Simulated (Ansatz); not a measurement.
input.yaml

```yaml
crystal:
  lattice:
    - [2.4656258772, 0.0, 0.0]
    - [-1.2328129386, 2.1341717661, 0.0]
    - [0.0, 0.0, 25.7842702874]
  atoms:
    - { symbol: C, position: [0.6666996623, 0.3333993245, 0.3296583501] }
    - { symbol: C, position: [0.3333003378, 0.6666006755, 0.3296583501] }
    - { symbol: C, position: [0.1666996622, 0.3333993245, 0.4612166647] }
    - { symbol: C, position: [0.8333003378, 0.6666006755, 0.4612166647] }
    - { symbol: C, position: [0.6666996623, 0.3333993245, 0.5927749793] }
    - { symbol: C, position: [0.3333003378, 0.6666006755, 0.5927749793] }
    - { symbol: F, position: [1.0, 1.0, 0.5555429774], spin: 1.0 }
basis:
  ecutwfc: 420
kpoints:
  mp_grid: { grid: [12, 12, 1] }
hamiltonian:
  xc: pbe
  dispersion: d3bj
scf:
  occupations: { method: gaussian, width: 0.05 }
output:
  forces: true
  eigenvalues: true
  populations: true
magnetization:
  spin_polarized: true
relax:
  adjacent_minimum: "off"
  f_tol: 0.03
  max_steps: 70
  constraints: [{ sites: [0, 1] }]
efield:
  axis: 3
  dipole_correction: true
  ramp_width: 0.04
```

Launched with
```bash
ansatz run input.yaml --threads 1 --pin off --max-ram 2560MiB --backend cpu --events-out ev --progress --plain --runs-dir out
```

Method: Ansatz, DFT PBE+D3(BJ), scalar-relativistic, plane waves, PAW.

Abridged output:

```
Pseudopotentials: kind: paw
Pseudopotential: C, paw, valence charge 4, recommended cutoff 420 eV (normal)
Pseudopotential: F, paw, valence charge 7, recommended cutoff 420 eV (normal)
Functional definition: PBE
Crystal: 7 atoms, lattice volume = 135.679 Å³
Basis set: ecut = 420 eV, 2553 PW (Γ), exchange–correlation on 36×36×360 points (8 copies of the dense FFT grid, shifted against one another)
Bands: 23, of which v1, the nominal top of the filled ones, is band 16 counted from 1 (15 counted from 0)
Symmetry: 4 space group operations
k-points: 43 of 144
Starting moments: Σ|m| = 1 μB on 1 of 7 sites
Initial wavefunctions: pseudopotential atomic-orbital guess
Functional: x = pbe(κ = 0.804, μ = 0.21951497), c = pbe(β = 0.06672455)
SCF iter   1: F=—  HF=-2307.540982 eV  |F-HF|=—  |Δ(HF+E_count)|=         —  Δρ=5.50e-2 (↑4.81e-2 ↓5.50e-2) dr2=1.10e1  dr2_m=7.36e-1  M=0.280 μB ∫|m|=0.307 μB  β_m=0.30  ethr=3.10e-3  p= 0.000 e·Å  D=-1.41e-7 V/Å  ΔV_dip=0.00 eV  dr2_dipole=7.18e-1  V_vac-E_F(+/−)=6.99/6.99 eV  ⟨swp⟩=9.7  Hψ=12786  notcnv=0  defer=4
efield: sawtooth ramp at fractional position 0.9412 (placed from the atoms, in the widest stretch of the axis that holds none; the zero of the levels goes with the place), width 0.0400; the density the first Hamiltonian is built on has a dipole p =  0.000 e·Å; the dipole correction subtracts the counter field D = -1.41e-7 V/Å, which shifts the + side's vacuum level by +0.00 eV against the − side's; the planar-averaged density in the ramp window peaks in size at 7.3e-7 e/Å³
spin=Collinear: LDOS preconditioning applied to the charge; magnetization (m = ρ↑ − ρ↓) channel mixes plain (no charge-response kernel on spin).
SCF iter   2: F=—  HF=-2305.782596 eV  |F-HF|=—  |Δ(HF+E_count)|=    1.76e0  Δρ=3.87e-2 (↑3.38e-2 ↓3.87e-2) dr2=5.39e0  dr2_m=4.61e-1  M=0.234 μB ∫|m|=0.252 μB  β_m=0.30  ethr=3.10e-3  p=-0.009 e·Å  D=-1.20e-2 V/Å  ΔV_dip=0.31 eV  dr2_dipole=4.26e-1  V_vac-E_F(+/−)=6.33/6.02 eV  ⟨swp⟩=2.5  Hψ=4280  notcnv=0  defer=199  κ⁻¹=1.0e0(r=1)
SCF iter   3: F=—  HF=-2304.201908 eV  |F-HF|=—  |Δ(HF+E_count)|=    1.58e0  Δρ=2.02e-2 (↑2.02e-2 ↓1.59e-2) dr2=7.47e-1  dr2_m=3.25e-1  M=0.139 μB ∫|m|=0.161 μB  β_m=0.30  ethr=3.10e-3  p=-0.028 e·Å  D=-3.76e-2 V/Å  ΔV_dip=0.97 eV  dr2_dipole=2.17e-1  V_vac-E_F(+/−)=4.83/3.86 eV  ⟨swp⟩=4.2  Hψ=5551  notcnv=0  defer=227  κ⁻¹=9.4e-3(r=2)
SCF iter   4: F=—  HF=-2304.247348 eV  |F-HF|=—  |Δ(HF+E_count)|=   4.54e-2  Δρ=1.68e-2 (↑1.68e-2 ↓1.32e-2) dr2=6.93e-1  dr2_m=2.02e-1  M=0.091 μB ∫|m|=0.111 μB  β_m=0.30  ethr=2.41e-3  p=-0.030 e·Å  D=-4.04e-2 V/Å  ΔV_dip=1.04 eV  dr2_dipole=2.08e-1  V_vac-E_F(+/−)=4.83/3.79 eV  ⟨swp⟩=1.2  Hψ=2527  notcnv=0  defer=213  κ⁻¹=3.0e-4(r=3)
SCF iter   5: F=—  HF=-2304.283419 eV  |F-HF|=—  |Δ(HF+E_count)|=   3.61e-2  Δρ=1.23e-2 (↑1.23e-2 ↓9.55e-3) dr2=4.57e-1  dr2_m=1.09e-1  M=0.096 μB ∫|m|=0.108 μB  β_m=0.30  ethr=2.24e-3  p=-0.038 e·Å  D=-5.01e-2 V/Å  ΔV_dip=1.29 eV  dr2_dipole=1.60e-1  V_vac-E_F(+/−)=4.91/3.62 eV  ⟨swp⟩=2.1  Hψ=2153  notcnv=0  defer=213  κ⁻¹=1.8e-4(r=4)
SCF iter   6: F=—  HF=-2304.242048 eV  |F-HF|=—  |Δ(HF+E_count)|=   4.14e-2  Δρ=1.02e-2 (↑1.02e-2 ↓6.77e-3) dr2=3.25e-1  dr2_m=6.19e-2  M=0.089 μB ∫|m|=0.097 μB  β_m=0.30  ethr=1.47e-3  p=-0.031 e·Å  D=-4.16e-2 V/Å  ΔV_dip=1.07 eV  dr2_dipole=1.29e-1  V_vac-E_F(+/−)=4.68/3.61 eV  ⟨swp⟩=2.7  Hψ=3055  notcnv=0  defer=219  κ⁻¹=1.8e-4(r=5)
SCF iter   7: F=—  HF=-2304.223388 eV  |F-HF|=—  |Δ(HF+E_count)|=   1.87e-2  Δρ=8.37e-3 (↑8.37e-3 ↓6.14e-3) dr2=1.54e-1  dr2_m=3.19e-2  M=0.105 μB ∫|m|=0.110 μB  β_m=0.57  ethr=1.05e-3  p=0.019 e·Å  D=2.57e-2 V/Å  ΔV_dip=-0.66 eV  dr2_dipole=1.49e-2  V_vac-E_F(+/−)=4.26/4.92 eV  ⟨swp⟩=4.0  Hψ=4155  notcnv=0  defer=222
Mixer restart at iter 7: flushing history
spin-set hold released at iteration 7 (site moments contracting): the magnetisation degrees of freedom join the quasi-Newton model from the next iteration; the mixer history was flushed
SCF iter   8: F=—  HF=-2304.241075 eV  |F-HF|=—  |Δ(HF+E_count)|=   1.77e-2  Δρ=4.98e-3 (↑4.98e-3 ↓3.96e-3) dr2=7.54e-2  dr2_m=8.05e-3  M=0.104 μB ∫|m|=0.107 μB  β_m=0.51  ethr=4.98e-4  p=0.013 e·Å  D=1.77e-2 V/Å  ΔV_dip=-0.46 eV  dr2_dipole=7.37e-3  V_vac-E_F(+/−)=4.04/4.49 eV  ⟨swp⟩=2.5  Hψ=3196  notcnv=0  defer=209
density mixer auto → msr1: a metal under ldos (density of states about μ 0.46 of a free-electron gas's, 16 screened modes)
SCF iter   9: F=—  HF=-2304.287381 eV  |F-HF|=—  |Δ(HF+E_count)|=   4.63e-2  Δρ=1.19e-3 (↑9.44e-4 ↓1.19e-3) dr2=4.11e-2  dr2_m=1.54e-4  M=0.094 μB ∫|m|=0.095 μB  β_m=0.51  ethr=2.43e-4  p=0.009 e·Å  D=1.22e-2 V/Å  ΔV_dip=-0.32 eV  dr2_dipole=1.58e-2  V_vac-E_F(+/−)=3.66/3.98 eV  ⟨swp⟩=3.3  Hψ=3197  notcnv=0  defer=209
SCF iter  10: F=—  HF=-2304.286998 eV  |F-HF|=—  |Δ(HF+E_count)|=   3.83e-4  Δρ=8.45e-4 (↑7.99e-4 ↓8.45e-4) dr2=1.72e-2  dr2_m=1.95e-5  M=0.096 μB ∫|m|=0.097 μB  β_m=0.75  ethr=1.33e-4  p=0.012 e·Å  D=1.66e-2 V/Å  ΔV_dip=-0.43 eV  dr2_dipole=6.89e-3  V_vac-E_F(+/−)=3.65/4.08 eV  ⟨swp⟩=2.2  Hψ=2990  notcnv=0  defer=202
SCF iter  11: F=—  HF=-2304.306534 eV  |F-HF|=—  |Δ(HF+E_count)|=   1.95e-2  Δρ=1.03e-3 (↑1.03e-3 ↓1.01e-3) dr2=8.04e-2  dr2_m=1.13e-5  M=0.098 μB ∫|m|=0.099 μB  β_m=0.48  ethr=5.56e-5  p=0.047 e·Å  D=6.28e-2 V/Å  ΔV_dip=-1.62 eV  dr2_dipole=2.88e-2  V_vac-E_F(+/−)=3.51/5.13 eV  ⟨swp⟩=4.2  Hψ=3949  notcnv=0  defer=209  recentre
SCF iter  12: F=—  HF=-2304.287269 eV  |F-HF|=—  |Δ(HF+E_count)|=   1.93e-2  Δρ=3.42e-4 (↑2.87e-4 ↓3.42e-4) dr2=1.81e-3  dr2_m=6.70e-6  M=0.096 μB ∫|m|=0.097 μB  β_m=0.48  ethr=5.56e-5  p=0.024 e·Å  D=3.14e-2 V/Å  ΔV_dip=-0.81 eV  dr2_dipole=8.70e-5  V_vac-E_F(+/−)=3.52/4.33 eV  ⟨swp⟩=3.0  Hψ=3731  notcnv=0  defer=222
SCF iter  13: F=—  HF=-2304.287079 eV  |F-HF|=—  |Δ(HF+E_count)|=   1.90e-4  Δρ=2.13e-4 (↑1.56e-4 ↓2.13e-4) dr2=4.38e-4  dr2_m=3.21e-6  M=0.096 μB ∫|m|=0.096 μB  β_m=0.74  ethr=5.84e-6  p=0.024 e·Å  D=3.20e-2 V/Å  ΔV_dip=-0.82 eV  dr2_dipole=4.98e-6  V_vac-E_F(+/−)=3.50/4.32 eV  ⟨swp⟩=1.7  Hψ=2153  notcnv=0  defer=216
SCF iter  14: F=—  HF=-2304.287073 eV  |F-HF|=—  |Δ(HF+E_count)|=   5.82e-6  Δρ=9.44e-5 (↑9.44e-5 ↓9.04e-5) dr2=4.43e-4  dr2_m=3.74e-7  M=0.096 μB ∫|m|=0.097 μB  β_m=0.76  ethr=1.41e-6  p=0.025 e·Å  D=3.35e-2 V/Å  ΔV_dip=-0.86 eV  dr2_dipole=1.38e-4  V_vac-E_F(+/−)=3.46/4.32 eV  ⟨swp⟩=2.6  Hψ=2859  notcnv=0  defer=216
SCF iter  15: F=—  HF=-2304.287140 eV  |F-HF|=—  |Δ(HF+E_count)|=   6.64e-5  Δρ=1.32e-4 (↑1.32e-4 ↓1.07e-4) dr2=1.61e-3  dr2_m=6.88e-7  M=0.094 μB ∫|m|=0.095 μB  β_m=0.75  ethr=1.41e-6  p=0.024 e·Å  D=3.24e-2 V/Å  ΔV_dip=-0.84 eV  dr2_dipole=6.50e-4  V_vac-E_F(+/−)=3.45/4.29 eV  ⟨swp⟩=1.9  Hψ=1960  notcnv=0  defer=216  recentre
SCF iter  16: F=—  HF=-2304.287078 eV  |F-HF|=—  |Δ(HF+E_count)|=   6.16e-5  Δρ=6.17e-5 (↑6.17e-5 ↓5.17e-5) dr2=3.15e-4  dr2_m=9.69e-8  M=0.095 μB ∫|m|=0.096 μB  β_m=0.71  ethr=1.41e-6  p=0.026 e·Å  D=3.41e-2 V/Å  ΔV_dip=-0.88 eV  dr2_dipole=1.24e-4  V_vac-E_F(+/−)=3.45/4.32 eV  ⟨swp⟩=1.4  Hψ=1849  notcnv=0  defer=216
   ...
SCF iter   4: F=—  HF=-2311.805868 eV  |F-HF|=—  |Δ(HF+E_count)|=   9.77e-4  Δρ=1.37e-4 (↑1.27e-4 ↓1.37e-4) dr2=4.84e-5  dr2_m=1.44e-5  M=0.892 μB ∫|m|=0.912 μB  β_m=0.86  ethr=4.39e-6  p=-0.030 e·Å  D=-4.00e-2 V/Å  ΔV_dip=1.03 eV  dr2_dipole=4.03e-6  V_vac-E_F(+/−)=5.36/4.32 eV  ⟨swp⟩=2.0  Hψ=2433  notcnv=0  defer=198
SCF iter   5: F=—  HF=-2311.805899 eV  |F-HF|=—  |Δ(HF+E_count)|=   3.12e-5  Δρ=6.48e-5 (↑6.48e-5 ↓6.12e-5) dr2=5.12e-5  dr2_m=2.64e-6  M=0.893 μB ∫|m|=0.914 μB  β_m=0.93  ethr=1.56e-7  p=-0.030 e·Å  D=-3.99e-2 V/Å  ΔV_dip=1.03 eV  dr2_dipole=1.24e-5  V_vac-E_F(+/−)=5.35/4.32 eV  ⟨swp⟩=2.0  Hψ=3161  notcnv=0  defer=198
SCF iter   6: F=—  HF=-2311.805901 eV  |F-HF|=—  |Δ(HF+E_count)|=   1.53e-6  Δρ=2.59e-5 (↑2.59e-5 ↓2.00e-5) dr2=1.02e-5  dr2_m=4.27e-7  M=0.893 μB ∫|m|=0.914 μB  β_m=0.96  ethr=1.56e-7  p=-0.030 e·Å  D=-4.01e-2 V/Å  ΔV_dip=1.03 eV  dr2_dipole=4.44e-6  V_vac-E_F(+/−)=5.36/4.32 eV  ⟨swp⟩=1.0  Hψ=1765  notcnv=0  defer=198
SCF iter   7: F=-2311.805903 eV  HF=-2311.805903 eV  |F-HF|=1.37e-9  |Δ(HF+E_count)|=   2.40e-6  Δρ=1.18e-5 (↑8.70e-6 ↓1.18e-5) dr2=6.68e-7  dr2_m=1.64e-8  M=0.892 μB ∫|m|=0.913 μB  β_m=0.92  ethr=3.62e-9  p=-0.030 e·Å  D=-4.01e-2 V/Å  ΔV_dip=1.03 eV  dr2_dipole=1.08e-8  V_vac-E_F(+/−)=5.36/4.32 eV  ⟨swp⟩=10.5  Hψ=9653  notcnv=0
SCF iter   8: F=-2311.805903 eV  HF=-2311.805903 eV  |F-HF|=6.76e-8  |Δ(HF+E_count)|=   2.31e-7  Δρ=3.83e-6 (↑3.83e-6 ↓3.49e-6) dr2=1.43e-7  dr2_m=8.64e-9  M=0.892 μB ∫|m|=0.913 μB  ethr=2.15e-9  p=-0.030 e·Å  D=-4.01e-2 V/Å  ΔV_dip=1.03 eV  dr2_dipole=2.12e-8  V_vac-E_F(+/−)=5.36/4.32 eV  ⟨swp⟩=5.2  Hψ=8153  notcnv=0
SCF 14 converged in 8 iterations: F = -2311.805903 eV  dr2 = 1.43e-7
relax step  14: F+E_penalty+E_count = -2311.80590343 eV  Δ(F+E_penalty+E_count) = -8.294e-4 eV  max|allowed force component| = 4.928e-2 eV/Å  Δτ_max = 0.0445 Å  (8 SCF iters, dr2 threshold 1.12e-6 eV, accepted)
SCF iter   1: F=—  HF=-2311.806051 eV  |F-HF|=—  |Δ(HF+E_count)|=         —  Δρ=5.83e-4 (↑3.90e-4 ↓5.83e-4) dr2=7.36e-4  dr2_m=6.07e-5  M=0.892 μB ∫|m|=0.913 μB  β_m=1.20  ethr=2.49e-5  p=-0.030 e·Å  D=-4.01e-2 V/Å  ΔV_dip=1.03 eV  dr2_dipole=8.40e-5  V_vac-E_F(+/−)=5.36/4.32 eV  ⟨swp⟩=2.0  Hψ=4907  notcnv=0  defer=171
efield: sawtooth ramp at fractional position 0.9412 (handed on by an earlier solve), width 0.0400; the density the first Hamiltonian is built on has a dipole p = -0.030 e·Å; the dipole correction subtracts the counter field D = -4.01e-2 V/Å, which shifts the + side's vacuum level by +1.03 eV against the − side's; the planar-averaged density in the ramp window peaks in size at 3.8e-6 e/Å³
spin=Collinear: LDOS preconditioning applied to the charge; magnetization (m = ρ↑ − ρ↓) channel mixes plain (no charge-response kernel on spin).
SCF iter   2: F=—  HF=-2311.805959 eV  |F-HF|=—  |Δ(HF+E_count)|=   9.19e-5  Δρ=2.94e-4 (↑2.94e-4 ↓2.68e-4) dr2=2.45e-4  dr2_m=9.66e-7  M=0.892 μB ∫|m|=0.913 μB  β_m=0.38  ethr=2.38e-6  p=-0.030 e·Å  D=-4.02e-2 V/Å  ΔV_dip=1.04 eV  dr2_dipole=3.26e-5  V_vac-E_F(+/−)=5.36/4.32 eV  ⟨swp⟩=1.4  Hψ=2763  notcnv=0  defer=177
density mixer auto → msr1: a metal under ldos (density of states about μ 0.64 of a free-electron gas's, 16 screened modes)
SCF iter   3: F=—  HF=-2311.805895 eV  |F-HF|=—  |Δ(HF+E_count)|=   6.43e-5  Δρ=2.00e-4 (↑2.00e-4 ↓1.09e-4) dr2=2.14e-5  dr2_m=1.88e-5  M=0.892 μB ∫|m|=0.913 μB  β_m=0.65  ethr=7.92e-7  p=-0.030 e·Å  D=-4.03e-2 V/Å  ΔV_dip=1.04 eV  dr2_dipole=1.68e-6  V_vac-E_F(+/−)=5.36/4.32 eV  ⟨swp⟩=2.1  Hψ=2298  notcnv=0  defer=177
SCF iter   4: F=—  HF=-2311.805919 eV  |F-HF|=—  |Δ(HF+E_count)|=   2.37e-5  Δρ=1.88e-5 (↑1.88e-5 ↓1.84e-5) dr2=1.10e-6  dr2_m=6.18e-8  M=0.891 μB ∫|m|=0.912 μB  β_m=0.79  ethr=6.89e-8  p=-0.030 e·Å  D=-4.02e-2 V/Å  ΔV_dip=1.04 eV  dr2_dipole=2.43e-7  V_vac-E_F(+/−)=5.36/4.32 eV  ⟨swp⟩=2.1  Hψ=2811  notcnv=0  defer=177
SCF iter   5: F=-2311.805919 eV  HF=-2311.805920 eV  |F-HF|=3.70e-7  |Δ(HF+E_count)|=   1.19e-6  Δρ=5.57e-6 (↑5.57e-6 ↓4.22e-6) dr2=5.37e-7  dr2_m=5.64e-9  M=0.891 μB ∫|m|=0.912 μB  β_m=0.85  ethr=2.96e-9  p=-0.030 e·Å  D=-4.02e-2 V/Å  ΔV_dip=1.04 eV  dr2_dipole=2.07e-7  V_vac-E_F(+/−)=5.36/4.32 eV  ⟨swp⟩=9.1  Hψ=8828  notcnv=0
SCF iter   6: F=-2311.805920 eV  HF=-2311.805920 eV  |F-HF|=1.03e-7  |Δ(HF+E_count)|=   1.75e-7  Δρ=2.77e-6 (↑2.25e-6 ↓2.77e-6) dr2=3.52e-8  dr2_m=2.04e-9  M=0.891 μB ∫|m|=0.912 μB  β_m=0.74  ethr=1.73e-9  p=-0.030 e·Å  D=-4.02e-2 V/Å  ΔV_dip=1.04 eV  dr2_dipole=1.37e-8  V_vac-E_F(+/−)=5.36/4.32 eV  ⟨swp⟩=4.9  Hψ=7079  notcnv=0
SCF iter   7: F=-2311.805920 eV  HF=-2311.805920 eV  |F-HF|=4.98e-9  |Δ(HF+E_count)|=   1.31e-7  Δρ=1.60e-6 (↑9.11e-7 ↓1.60e-6) dr2=6.34e-9  dr2_m=1.54e-9  M=0.891 μB ∫|m|=0.912 μB  ethr=1.14e-10  p=-0.030 e·Å  D=-4.02e-2 V/Å  ΔV_dip=1.04 eV  dr2_dipole=1.54e-10  V_vac-E_F(+/−)=5.36/4.32 eV  ⟨swp⟩=4.5  Hψ=6646  notcnv=0
SCF 15 converged in 7 iterations: F = -2311.805920 eV  dr2 = 6.34e-9
relax step  15: F+E_penalty+E_count = -2311.80592009 eV  Δ(F+E_penalty+E_count) = -1.667e-5 eV  max|allowed force component| = 3.225e-2 eV/Å  Δτ_max = 0.0045 Å  (7 SCF iters, dr2 threshold 9.18e-7 eV, accepted)
SCF iter   1: F=—  HF=-2311.805953 eV  |F-HF|=—  |Δ(HF+E_count)|=         —  Δρ=1.91e-4 (↑1.39e-4 ↓1.91e-4) dr2=8.12e-5  dr2_m=5.66e-6  M=0.891 μB ∫|m|=0.912 μB  β_m=1.20  ethr=2.81e-6  p=-0.030 e·Å  D=-4.02e-2 V/Å  ΔV_dip=1.04 eV  dr2_dipole=5.27e-7  V_vac-E_F(+/−)=5.36/4.32 eV  ⟨swp⟩=2.0  Hψ=4301  notcnv=0  defer=10
efield: sawtooth ramp at fractional position 0.9412 (handed on by an earlier solve), width 0.0400; the density the first Hamiltonian is built on has a dipole p = -0.030 e·Å; the dipole correction subtracts the counter field D = -4.02e-2 V/Å, which shifts the + side's vacuum level by +1.04 eV against the − side's; the planar-averaged density in the ramp window peaks in size at 3.9e-6 e/Å³
spin=Collinear: LDOS preconditioning applied to the charge; magnetization (m = ρ↑ − ρ↓) channel mixes plain (no charge-response kernel on spin).
SCF iter   2: F=—  HF=-2311.805937 eV  |F-HF|=—  |Δ(HF+E_count)|=   1.57e-5  Δρ=1.03e-4 (↑1.03e-4 ↓9.58e-5) dr2=2.89e-5  dr2_m=8.71e-8  M=0.891 μB ∫|m|=0.912 μB  β_m=0.40  ethr=2.62e-7  p=-0.030 e·Å  D=-4.02e-2 V/Å  ΔV_dip=1.04 eV  dr2_dipole=2.72e-7  V_vac-E_F(+/−)=5.36/4.32 eV  ⟨swp⟩=1.5  Hψ=2768  notcnv=0  defer=83
density mixer auto → msr1: a metal under ldos (density of states about μ 0.64 of a free-electron gas's, 16 screened modes)
SCF iter   3: F=—  HF=-2311.805927 eV  |F-HF|=—  |Δ(HF+E_count)|=   9.59e-6  Δρ=6.49e-5 (↑6.49e-5 ↓3.98e-5) dr2=2.08e-6  dr2_m=2.09e-6  M=0.891 μB ∫|m|=0.912 μB  β_m=0.67  ethr=9.32e-8  p=-0.030 e·Å  D=-4.02e-2 V/Å  ΔV_dip=1.04 eV  dr2_dipole=1.12e-8  V_vac-E_F(+/−)=5.36/4.32 eV  ⟨swp⟩=2.0  Hψ=2246  notcnv=0  defer=83
SCF iter   4: F=—  HF=-2311.805932 eV  |F-HF|=—  |Δ(HF+E_count)|=   4.48e-6  Δρ=6.61e-6 (↑6.61e-6 ↓6.15e-6) dr2=1.15e-7  dr2_m=4.75e-9  M=0.891 μB ∫|m|=0.912 μB  β_m=0.80  ethr=6.70e-9  p=-0.030 e·Å  D=-4.01e-2 V/Å  ΔV_dip=1.04 eV  dr2_dipole=6.59e-9  V_vac-E_F(+/−)=5.36/4.32 eV  ⟨swp⟩=2.1  Hψ=2832  notcnv=0  defer=83
SCF iter   5: F=-2311.805932 eV  HF=-2311.805932 eV  |F-HF|=6.41e-8  |Δ(HF+E_count)|=   4.37e-7  Δρ=1.78e-6 (↑1.78e-6 ↓1.56e-6) dr2=2.26e-8  dr2_m=1.30e-10  M=0.891 μB ∫|m|=0.912 μB  β_m=0.77  ethr=3.23e-10  p=-0.030 e·Å  D=-4.01e-2 V/Å  ΔV_dip=1.03 eV  dr2_dipole=3.33e-9  V_vac-E_F(+/−)=5.36/4.32 eV  ⟨swp⟩=8.5  Hψ=8627  notcnv=0
SCF iter   6: F=-2311.805932 eV  HF=-2311.805932 eV  |F-HF|=2.81e-8  |Δ(HF+E_count)|=   5.82e-8  Δρ=8.53e-7 (↑8.09e-7 ↓8.53e-7) dr2=6.28e-10  dr2_m=7.25e-10  M=0.891 μB ∫|m|=0.912 μB  β_m=0.85  ethr=7.29e-11  p=-0.030 e·Å  D=-4.01e-2 V/Å  ΔV_dip=1.03 eV  dr2_dipole=7.75e-11  V_vac-E_F(+/−)=5.36/4.32 eV  ⟨swp⟩=4.5  Hψ=6939  notcnv=0
SCF iter   7: F=-2311.805932 eV  HF=-2311.805932 eV  |F-HF|=1.73e-10  |Δ(HF+E_count)|=   2.82e-8  Δρ=6.02e-7 (↑3.28e-7 ↓6.02e-7) dr2=8.48e-10  dr2_m=2.33e-10  M=0.891 μB ∫|m|=0.912 μB  ethr=2.03e-12  p=-0.030 e·Å  D=-4.01e-2 V/Å  ΔV_dip=1.03 eV  dr2_dipole=1.24e-11  V_vac-E_F(+/−)=5.36/4.32 eV  ⟨swp⟩=3.7  Hψ=6612  notcnv=0
SCF 16 converged in 7 iterations: F = -2311.805932 eV  dr2 = 8.48e-10
relax step  16: F+E_penalty+E_count = -2311.80593238 eV  Δ(F+E_penalty+E_count) = -1.229e-5 eV  max|allowed force component| = 4.508e-4 eV/Å  Δτ_max = 0.0018 Å  (7 SCF iters, accepted)
SCF converged after 7 iterations
Magnetization: 0.8910 μB (15.9455 up, 15.0545 down)
Absolute magnetization: 0.9118 μB (∫|ρ↑−ρ↓|, with the PAW one-centre terms)
Spin contamination: 0.0048 ħ² per cell (⟨S²⟩ above its minimum at these occupations)
Per-site moments (μB) at R_I (Å): [(0.00098475, 0.58701342), (0.00098475, 0.58701342), (0.01096044, 0.58698803), (0.01096044, 0.58698803), (0.01194025, 0.58702025), (0.01194025, 0.58702025), (0.76884363, 1.01666956)]
Free energy (F): -2311.805932 eV
Harris-Foulkes:  -2311.805932 eV  (|F-HF|=1.73e-10)
Internal energy: -2311.803864 eV  (E = F + TS)
E sigma→0 (E₀):  -2311.804898 eV
Entropy (-TS):   -0.002068 eV (-0.295 meV/atom)
Fermi energy:    -0.236320 eV
Dipole field:    D = -0.040142 V/Å  (p = -0.030099 e·Å, saw-weighted, corrected)
Work function:   Φ+ = 5.3586 eV   Φ− = 4.3234 eV
Levels:          The Fermi level and band energies are counted from a zero that moves with the ramp; work functions are not
--- Per-component energies (eV) ---
  E_band       = -258.033673
  E_kinetic    = 744.396949
  E_local      = -22786.590935  (includes V_loc(G=0)·N_el)
  E_nonlocal   = 238.061672
  E_hartree    = 11052.527141
  E_xc         = -365.103839
  E_vxc        = -455.211498  (∫ρ·V_xc dr)
  E_paw        = -795.257659  (= ΣΔE_a)
  E_vpaw       = -105.224237  (= ΣTr[D̂ρ^β])
  E_aug_tail   = 0.002019  (compensation charges beyond the density's cutoff)
  E_efield     = 0.000604  (sawtooth field / dipole correction)
  E_vefield    = 1.476095  (∫n·V_field dr)
  E_ewald      = 9600.981202
  E_disp       = -0.821019  (pairwise vdW)
  E_smearing   = -0.002068  (= −TS)
--- Forces (eV/Å), atoms counted from 1 ---
  atom   1  C      0.00000000     0.04259292     0.00009048
  atom   2  C      0.00000000    -0.04259292     0.00009048
  atom   3  C      0.00000000     0.00045082     0.00010542
  atom   4  C      0.00000000    -0.00045082     0.00010542
  atom   5  C      0.00000000     0.00031937    -0.00008840
  atom   6  C      0.00000000    -0.00031937    -0.00008840
  atom   7  F      0.00000000     0.00000000    -0.00022478
--- Band table (eV; the first three rows and the last of 86) ---
  k-point 0 ↑: bands = ["-21.9650", "-19.6942", "-18.6995", "-18.5724", "-7.9216", "-6.6874", "-6.5019", "-3.2157", "-3.2076", "-2.5866", "-2.2696", "-2.2412", "-2.1491", "-2.1382", "-1.1976", "-1.1966", "3.4325", "4.4555", "4.6841", "5.7391", "6.5082", "7.4477", "8.1719"]
  k-point 1 ↑: bands = ["-21.9048", "-19.5301", "-18.5361", "-18.4092", "-7.7243", "-6.4953", "-6.3108", "-3.8590", "-3.5553", "-2.9001", "-2.7874", "-2.6075", "-2.5142", "-2.4871", "-1.4335", "-1.2387", "3.6551", "4.6807", "4.9090", "5.9578", "6.7202", "7.6574", "8.2404"]
  k-point 2 ↑: bands = ["-21.7366", "-19.0396", "-18.0475", "-17.9212", "-7.1373", "-5.9258", "-5.7447", "-5.4974", "-4.5334", "-4.4206", "-4.3501", "-3.3989", "-3.2788", "-2.3380", "-2.0460", "-1.3527", "4.3220", "5.3555", "5.5829", "6.6110", "7.3477", "8.1852", "8.2829"]
  k-point 42 ↓: bands = ["-19.5644", "-15.4102", "-14.3952", "-14.2681", "-10.6994", "-9.7045", "-9.5778", "-9.1326", "-8.1371", "-8.0175", "-2.9694", "-2.3689", "-2.0212", "-1.4291", "-0.8227", "-0.7562", "2.6172", "3.8483", "3.9508", "9.2940", "10.4043", "10.6734", "11.0101"]
--- Relaxed structure (16 steps of the walk, 16 accepted, 0 SCFs on fresh bases) ---
  F+E_penalty+E_count = -2311.80593238 eV   max|allowed force component| = 4.508e-4 eV/Å
  atoms:
    - { symbol: C, position: [0.66669966, 0.33339932, 0.32965835] }
    - { symbol: C, position: [0.33330033, 0.66660067, 0.32965835] }
    - { symbol: C, position: [0.16674669, 0.33349339, 0.46216640] }
    - { symbol: C, position: [0.83325330, 0.66650660, 0.46216640] }
    - { symbol: C, position: [0.66670160, 0.33340320, 0.67516293] }
    - { symbol: C, position: [0.33329839, 0.66659679, 0.67516293] }
    - { symbol: F, position: [1.00000000, 1.00000000, 0.56954132] }
--- Löwdin populations: 7 sites ---
  site symbol q [e]    m [muB]
     0      C      3.9506     0.0024
     1      C      3.9506     0.0024
     2      C      3.9129     0.0290
     3      C      3.9129     0.0290
     4      C      3.8989     0.0321
     5      C      3.8989     0.0321
     6      F      7.2100     0.7679
  spilling = 0.008554 (of n_electrons = 31.000000)
```

The relaxation met its thresholds.

The run took 7.1 min on 1 thread of AMD EPYC 7B13 (Zen 3), on a shared host, peak memory 0.56 GiB.